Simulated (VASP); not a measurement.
# Sn: relaxation of cell and atoms with r2SCAN

Sn:

```
Sn
1.0
    -2.93982    2.93982    1.59484
     2.93982   -2.93982    1.59484
     2.93982    2.93982   -1.59484
Sn
2
Direct
  0.00000 0.00000 0.00000
  0.75000 0.25000 0.50000
```

```json
{"Program": "VASP 6.6.1", "Task": "relaxation of cell and atoms", "Functional": "r2SCAN", "Potentials or basis": "VASP PAW PBE potentials, release 64 (Sn_d)", "Cutoff": "600 eV", "k mesh": "12 × 12 × 12", "Occupations": "gaussian, width 0.03 eV", "Spin": "no spin polarisation", "Further INCAR settings": "ALGO = Normal; EDIFF = 1e-07; IBRION = 2; EDIFFG = -0.005; NSW = 90; ISIF = 3"}
```

- Pressure after relaxing: 0.0 GPa
- Band gap on the k mesh: none (metal or under the smearing width)

Final structure:
```xyz
2
Lattice="-2.9398 2.9398 1.5948 2.9398 -2.9398 1.5948 2.9398 2.9398 -1.5948" Properties=species:S:1:pos:R:3 pbc="T T T"
Sn    0.0000    0.0000    0.0000
Sn    0.0000    2.9398    0.7974
```

Levels at points of the mesh, in eV from the Fermi level:
```
           k point  band 11  band 12  band 13  band 14  band 15  band 16  band 17  band 18
(0.00, 0.00, 0.00)   -11.53    -3.73    -2.12    -2.12     3.38     6.45     6.45     7.20
(0.50, 0.00, 0.00)    -7.12    -5.54    -2.33    -1.84    -1.21     2.55     3.00     4.90
(0.50, 0.50, 0.00)    -9.21    -9.21     0.55     0.55     1.75     1.75     6.43     6.43
(0.50, 0.50, 0.50)    -7.84    -7.84    -4.94    -4.94     5.39     5.39     9.74     9.74
```

Wall time 6.2 min on 1 thread of Intel(R) Xeon(R) 6975P-C (Granite Rapids) (shared host), peak memory 0.34 GiB.

Caveat: the relaxation stopped at its first step, so nothing moved; the PAW data sets were made with another functional, which shifts forces and pressure a little.
